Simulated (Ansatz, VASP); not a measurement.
Given: the input of a run of Ansatz 0.2.0 on Pt.

Contents of input.yaml:

```yaml
crystal:
  lattice:
    - [0.0, 1.986704275, 1.986704275]
    - [1.986704275, 0.0, 1.986704275]
    - [1.986704275, 1.986704275, 0.0]
  atoms:
    - { symbol: Pt, position: [0.0, 0.0, 0.0] }
hamiltonian:
  xc: rpbe
  pseudopotentials: { kind: paw_fr }
magnetization:
  noncollinear: true
  spin_orbit: true
kpoints:
  mp_grid: { grid: [9, 9, 9] }
scf:
  occupations: { method: fermi_dirac, width: 0.02 }
output:
  forces: true
  stress: true
  eigenvalues: true
```

Potentials or basis: Ansatz PAW.

Command:

```bash
$ ansatz run input.yaml --threads 2 --pin off --max-ram 5632MiB --backend cpu --events-out ev --progress --plain --runs-dir out
```

Question: Set up the same calculation for VASP 6.6.1. Potentials there: VASP PAW PBE potentials, release 64 (Pt).

Answer: As run (the cutoff follows the program's own potentials):

File INCAR:

```
PREC     = Accurate       # precision mode
ENCUT    = 520            # plane-wave cutoff, eV
EDIFF    = 1E-7           # SCF threshold, eV
ISMEAR   = -1             # smearing method
SIGMA    = 0.02           # smearing width, eV
LREAL    = False          # projectors in reciprocal space
LASPH    = True           # aspherical terms in the spheres
NELM     = 150            # most SCF steps
ALGO     = Normal         # electronic algorithm
ISIF     = 2              # what is computed and relaxed
LWAVE    = False          # write WAVECAR
LCHARG   = False          # write CHGCAR
MAGMOM   = 0 0 0          # initial moments
LORBIT   = 11             # projections on sites
LSORBIT  = True           # spin-orbit coupling
GGA_COMPAT= False        
LORBMOM  = True         
LMAXMIX  = 4              # l up to which the mixer works
GGA      = RP             # functional
NBANDS   = 21             # bands
```

KPOINTS

```
regular mesh
0
Gamma
  9 9 9
```

The input POSCAR:

```
Pt
1.0
    0.0000000000      1.9867042750      1.9867042750
    1.9867042750      0.0000000000      1.9867042750
    1.9867042750      1.9867042750      0.0000000000
Pt
1
Direct
    0.0000000000      0.0000000000      0.0000000000
```

Potentials or basis: VASP PAW PBE potentials, release 64 (Pt).

Command:

```console
$ cat potpaw_PBE.64/Pt/POTCAR > POTCAR
$ mpirun -np 1 vasp_ncl > vasp.out
```

Both were run:

|  | VASP | Ansatz | Ansatz less VASP |
| --- | --- | --- | --- |
| gap on the k mesh at the Fermi level (eV) | none | none | - |
| pressure (GPa) | 3.1 | 3.3 | +0.17 |
| net moment per atom (μB) | 0.00 | 0.00 | 0.000 |

A gap of «none» marks a metal or a gap that the smearing closes. The functional is the same, so the differences come from potentials, cutoffs and numerics. The two sets of potentials don't hold the same shells in valence.

Caveats: the PAW data sets were made with another functional, which shifts forces and pressure a little (VASP); the PAW data sets come from PBE, with cores solved anew for the run's functional, which leaves a small shift of forces and pressure (Ansatz).
